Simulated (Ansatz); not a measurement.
Born–Oppenheimer molecular dynamics of a periodic cell of 13 atoms, Ti (surface Ti(0001), adsorbate Ti). It goes on from the last frame of an earlier run, with new velocities.

These are results of Ansatz 0.2.0, DFT PBEsol, scalar-relativistic, plane waves, PAW, not measurements. Settings: cutoff 420 eV, k mesh 3x3x1, fermi-dirac smearing 0.15 eV, no spin polarisation.

```
ensemble        : NVT, Nosé–Hoover chain
time step       : 3 fs
steps asked     : 70
set temperature : 1000 K
thermostat      : time constant 200 fs, chain length 1
atoms held      : 1 to 4
seed            : 606379
```

Frames 15 fs apart, positions in Å, forces in eV/Å.

Velocities at 30.0 fs (Å/ps):

```
Ti 0.00 0.00 0.00
Ti 0.00 0.00 0.00
Ti 0.00 0.00 0.00
Ti 0.00 0.00 0.00
Ti -5.74 4.53 -1.26
Ti -4.42 0.68 2.15
Ti 3.97 4.44 2.19
Ti 2.65 -0.31 -3.70
Ti 4.15 0.97 -5.19
Ti -0.44 -0.52 -0.16
Ti 3.21 -4.25 4.99
Ti -0.89 -2.24 -2.33
Ti -4.30 -0.21 -1.79
```

```xyz
13
Lattice="5.9000 0.0000 0.0000 2.9500 5.1095 0.0000 0.0000 0.0000 17.6846" Properties=species:S:1:pos:R:3:forces:R:3 time_fs=30.0 energy_less_start_eV=0.490 T=581
Ti 0.000 0.000 1.000 0.02 0.08 0.10
Ti 2.950 0.000 1.000 0.16 0.11 0.49
Ti 1.475 2.555 1.000 0.04 -0.11 0.51
Ti 4.425 2.555 1.000 -0.59 0.16 -0.15
Ti -0.270 1.851 3.113 1.04 -0.31 0.20
Ti 2.824 1.729 3.443 -0.67 -0.47 -0.90
Ti 1.468 4.235 3.212 -0.62 0.16 -0.21
Ti 4.422 4.261 3.167 0.03 0.03 -0.40
Ti -0.070 0.166 5.098 0.26 -0.49 0.61
Ti 2.833 0.052 5.670 -0.28 -0.60 -0.15
Ti 1.480 2.594 5.980 -0.42 -0.15 -0.88
Ti 4.060 2.405 5.556 1.26 1.58 0.76
Ti 6.229 -0.233 7.205 -0.23 0.00 0.01
13
Lattice="5.9000 0.0000 0.0000 2.9500 5.1095 0.0000 0.0000 0.0000 17.6846" Properties=species:S:1:pos:R:3:forces:R:3 time_fs=45.0 energy_less_start_eV=0.642 T=453
Ti 0.000 0.000 1.000 0.05 0.18 0.07
Ti 2.950 0.000 1.000 0.37 0.14 0.39
Ti 1.475 2.555 1.000 -0.02 0.03 0.63
Ti 4.425 2.555 1.000 -0.74 0.07 -0.44
Ti -0.330 1.910 3.099 1.29 -0.58 0.36
Ti 2.743 1.729 3.455 -0.42 -0.34 -0.84
Ti 1.510 4.303 3.237 -0.95 -0.12 -0.52
Ti 4.460 4.259 3.104 -0.27 0.18 -0.14
Ti -0.002 0.170 5.037 0.23 -0.42 0.95
Ti 2.821 0.030 5.665 -0.13 -0.60 -0.12
Ti 1.518 2.528 6.035 -0.50 0.02 -0.94
Ti 4.076 2.407 5.538 1.15 1.42 0.67
Ti 6.160 -0.236 7.178 -0.07 0.02 -0.07
13
Lattice="5.9000 0.0000 0.0000 2.9500 5.1095 0.0000 0.0000 0.0000 17.6846" Properties=species:S:1:pos:R:3:forces:R:3 time_fs=60.0 energy_less_start_eV=0.541 T=546
Ti 0.000 0.000 1.000 0.02 0.30 0.03
Ti 2.950 0.000 1.000 0.55 0.22 0.17
Ti 1.475 2.555 1.000 -0.09 0.13 0.64
Ti 4.425 2.555 1.000 -0.82 -0.12 -0.58
Ti -0.332 1.944 3.102 1.16 -0.71 0.46
Ti 2.644 1.715 3.429 0.24 -0.04 -0.35
Ti 1.511 4.367 3.240 -0.99 -0.35 -0.63
Ti 4.487 4.263 3.035 -0.54 0.18 0.24
Ti 0.077 0.155 5.017 0.05 -0.28 0.78
Ti 2.803 -0.019 5.654 0.14 -0.29 -0.18
Ti 1.534 2.462 6.047 -0.43 0.18 -0.92
Ti 4.142 2.472 5.550 0.60 0.78 0.24
Ti 6.088 -0.238 7.147 0.11 0.01 0.10
13
Lattice="5.9000 0.0000 0.0000 2.9500 5.1095 0.0000 0.0000 0.0000 17.6846" Properties=species:S:1:pos:R:3:forces:R:3 time_fs=75.0 energy_less_start_eV=0.468 T=619
Ti 0.000 0.000 1.000 -0.08 0.40 -0.03
Ti 2.950 0.000 1.000 0.63 0.33 -0.14
Ti 1.475 2.555 1.000 -0.17 0.20 0.58
Ti 4.425 2.555 1.000 -0.77 -0.36 -0.50
Ti -0.283 1.946 3.125 0.76 -0.56 0.33
Ti 2.556 1.698 3.388 0.95 0.23 0.13
Ti 1.468 4.415 3.216 -0.70 -0.50 -0.49
Ti 4.489 4.276 2.976 -0.70 0.01 0.64
Ti 0.157 0.127 5.031 -0.34 -0.16 0.16
Ti 2.792 -0.080 5.634 0.47 0.07 -0.19
Ti 1.530 2.405 6.017 -0.34 0.38 -0.79
Ti 4.236 2.572 5.572 0.03 -0.02 -0.14
Ti 6.020 -0.240 7.122 0.25 -0.03 0.44
13
Lattice="5.9000 0.0000 0.0000 2.9500 5.1095 0.0000 0.0000 0.0000 17.6846" Properties=species:S:1:pos:R:3:forces:R:3 time_fs=90.0 energy_less_start_eV=0.525 T=583
Ti 0.000 0.000 1.000 -0.19 0.44 -0.11
Ti 2.950 0.000 1.000 0.54 0.43 -0.46
Ti 1.475 2.555 1.000 -0.19 0.21 0.49
Ti 4.425 2.555 1.000 -0.61 -0.55 -0.25
Ti -0.200 1.924 3.163 0.17 -0.23 0.04
Ti 2.509 1.692 3.351 1.46 0.37 0.33
Ti 1.393 4.441 3.169 -0.23 -0.56 -0.17
Ti 4.459 4.288 2.945 -0.71 -0.22 0.85
Ti 0.223 0.090 5.053 -0.75 -0.12 -0.43
Ti 2.802 -0.140 5.607 0.75 0.35 -0.10
Ti 1.511 2.364 5.952 -0.25 0.62 -0.61
Ti 4.334 2.673 5.590 -0.27 -0.71 -0.27
Ti 5.962 -0.243 7.117 0.29 -0.05 0.69
13
Lattice="5.9000 0.0000 0.0000 2.9500 5.1095 0.0000 0.0000 0.0000 17.6846" Properties=species:S:1:pos:R:3:forces:R:3 time_fs=105.0 energy_less_start_eV=0.534 T=591
Ti 0.000 0.000 1.000 -0.28 0.42 -0.18
Ti 2.950 0.000 1.000 0.26 0.50 -0.64
Ti 1.475 2.555 1.000 -0.12 0.18 0.36
Ti 4.425 2.555 1.000 -0.40 -0.63 0.03
Ti -0.108 1.890 3.203 -0.41 0.04 -0.21
Ti 2.527 1.702 3.328 1.62 0.35 0.29
Ti 1.307 4.443 3.114 0.26 -0.56 0.18
Ti 4.398 4.292 2.952 -0.51 -0.30 0.73
Ti 0.257 0.048 5.057 -0.97 -0.17 -0.41
Ti 2.845 -0.185 5.575 0.82 0.57 0.01
Ti 1.481 2.351 5.859 -0.13 0.78 -0.42
Ti 4.421 2.744 5.596 -0.42 -1.17 -0.24
Ti 5.917 -0.248 7.141 0.29 0.00 0.49
13
Lattice="5.9000 0.0000 0.0000 2.9500 5.1095 0.0000 0.0000 0.0000 17.6846" Properties=species:S:1:pos:R:3:forces:R:3 time_fs=120.0 energy_less_start_eV=0.387 T=737
Ti 0.000 0.000 1.000 -0.33 0.36 -0.21
Ti 2.950 0.000 1.000 -0.12 0.51 -0.61
Ti 1.475 2.555 1.000 0.02 0.09 0.24
Ti 4.425 2.555 1.000 -0.20 -0.57 0.25
Ti -0.032 1.857 3.235 -0.73 0.16 -0.43
Ti 2.618 1.727 3.317 1.24 0.18 0.16
Ti 1.230 4.419 3.067 0.65 -0.52 0.42
Ti 4.314 4.282 2.990 -0.02 -0.19 0.32
Ti 0.247 -0.003 5.045 -0.94 -0.20 0.24
Ti 2.925 -0.205 5.542 0.55 0.66 0.04
Ti 1.444 2.373 5.745 0.12 0.74 -0.17
Ti 4.490 2.764 5.592 -0.49 -1.25 -0.17
Ti 5.884 -0.253 7.186 0.26 0.04 -0.06
13
Lattice="5.9000 0.0000 0.0000 2.9500 5.1095 0.0000 0.0000 0.0000 17.6846" Properties=species:S:1:pos:R:3:forces:R:3 time_fs=135.0 energy_less_start_eV=0.235 T=895
Ti 0.000 0.000 1.000 -0.35 0.29 -0.22
Ti 2.950 0.000 1.000 -0.45 0.48 -0.45
Ti 1.475 2.555 1.000 0.18 -0.04 0.18
Ti 4.425 2.555 1.000 -0.03 -0.42 0.32
Ti 0.012 1.831 3.247 -0.78 0.07 -0.68
Ti 2.765 1.760 3.313 0.45 -0.11 0.04
Ti 1.182 4.371 3.037 0.85 -0.39 0.52
Ti 4.228 4.264 3.044 0.62 0.01 -0.13
Ti 0.195 -0.063 5.044 -0.76 -0.11 0.86
Ti 3.031 -0.196 5.510 0.05 0.59 0.03
Ti 1.413 2.428 5.622 0.53 0.54 0.13
Ti 4.538 2.728 5.579 -0.44 -0.95 -0.10
Ti 5.862 -0.257 7.230 0.15 0.03 -0.52
13
Lattice="5.9000 0.0000 0.0000 2.9500 5.1095 0.0000 0.0000 0.0000 17.6846" Properties=species:S:1:pos:R:3:forces:R:3 time_fs=150.0 energy_less_start_eV=0.186 T=971
Ti 0.000 0.000 1.000 -0.34 0.24 -0.22
Ti 2.950 0.000 1.000 -0.63 0.42 -0.25
Ti 1.475 2.555 1.000 0.31 -0.17 0.12
Ti 4.425 2.555 1.000 0.09 -0.22 0.23
Ti 0.022 1.806 3.230 -0.66 -0.19 -0.73
Ti 2.935 1.789 3.311 -0.32 -0.49 -0.03
Ti 1.171 4.304 3.030 0.87 -0.15 0.48
Ti 4.167 4.246 3.094 1.10 0.23 -0.34
Ti 0.107 -0.129 5.079 -0.45 0.11 0.77
Ti 3.141 -0.160 5.479 -0.52 0.45 0.14
Ti 1.406 2.509 5.502 0.90 0.20 0.36
Ti 4.567 2.649 5.562 -0.28 -0.46 0.01
Ti 5.846 -0.259 7.253 -0.07 0.02 -0.55
13
Lattice="5.9000 0.0000 0.0000 2.9500 5.1095 0.0000 0.0000 0.0000 17.6846" Properties=species:S:1:pos:R:3:forces:R:3 time_fs=165.0 energy_less_start_eV=0.288 T=917
Ti 0.000 0.000 1.000 -0.35 0.17 -0.24
Ti 2.950 0.000 1.000 -0.65 0.35 -0.06
Ti 1.475 2.555 1.000 0.39 -0.31 0.06
Ti 4.425 2.555 1.000 0.15 -0.01 0.05
Ti 0.004 1.773 3.180 -0.35 -0.40 -0.41
Ti 3.094 1.796 3.308 -0.94 -0.76 -0.08
Ti 1.199 4.230 3.044 0.75 0.13 0.22
Ti 4.155 4.238 3.129 1.26 0.35 -0.33
Ti 0.000 -0.190 5.147 0.36 0.56 -0.17
Ti 3.229 -0.102 5.455 -1.16 0.32 0.36
Ti 1.438 2.599 5.396 0.90 -0.43 0.54
Ti 4.584 2.547 5.546 -0.08 0.05 0.18
Ti 5.827 -0.261 7.253 -0.29 -0.02 -0.13
13
Lattice="5.9000 0.0000 0.0000 2.9500 5.1095 0.0000 0.0000 0.0000 17.6846" Properties=species:S:1:pos:R:3:forces:R:3 time_fs=180.0 energy_less_start_eV=0.593 T=685
Ti 0.000 0.000 1.000 -0.33 0.03 -0.31
Ti 2.950 0.000 1.000 -0.51 0.26 0.12
Ti 1.475 2.555 1.000 0.41 -0.44 0.02
Ti 4.425 2.555 1.000 0.14 0.20 -0.15
Ti -0.030 1.721 3.111 0.26 -0.30 0.11
Ti 3.213 1.771 3.301 -1.51 -0.67 -0.20
Ti 1.261 4.161 3.067 0.45 0.38 -0.24
Ti 4.200 4.244 3.151 1.14 0.24 -0.22
Ti -0.092 -0.226 5.208 1.46 1.04 -1.21
Ti 3.266 -0.030 5.446 -1.61 0.00 0.49
Ti 1.509 2.671 5.315 0.39 -1.23 0.84
Ti 4.597 2.447 5.537 0.11 0.58 0.33
Ti 5.795 -0.263 7.247 -0.41 -0.08 0.42
13
Lattice="5.9000 0.0000 0.0000 2.9500 5.1095 0.0000 0.0000 0.0000 17.6846" Properties=species:S:1:pos:R:3:forces:R:3 time_fs=195.0 energy_less_start_eV=0.694 T=623
Ti 0.000 0.000 1.000 -0.23 -0.18 -0.44
Ti 2.950 0.000 1.000 -0.30 0.18 0.19
Ti 1.475 2.555 1.000 0.40 -0.54 -0.06
Ti 4.425 2.555 1.000 0.04 0.36 -0.28
Ti -0.053 1.656 3.046 0.83 0.04 0.61
Ti 3.267 1.715 3.285 -1.69 -0.28 -0.29
Ti 1.345 4.107 3.082 0.08 0.48 -0.48
Ti 4.297 4.261 3.163 0.84 -0.07 -0.14
Ti -0.122 -0.217 5.218 1.78 1.15 -1.27
Ti 3.232 0.043 5.458 -1.35 -0.54 0.42
Ti 1.600 2.690 5.269 -0.17 -1.47 1.06
Ti 4.615 2.370 5.543 0.15 0.98 0.30
Ti 5.743 -0.269 7.258 -0.38 -0.11 0.37
```

Of the whole run (210 fs, mean temperature of the second half 793 K): The conserved energy stayed within 0.15 meV per atom of its start (net change 0.022 meV per atom), so the integration is sound. The mean temperature of the second half is 21 % below the set value. A run of 0.21 ps of so small a system gives no equilibrium averages. Limits of this set-up: coarse k mesh, thin slab, slab without dipole correction.

The run took 11 min on 2 threads of Arm Neoverse V2, with other jobs on the host, peak memory 1 GiB.
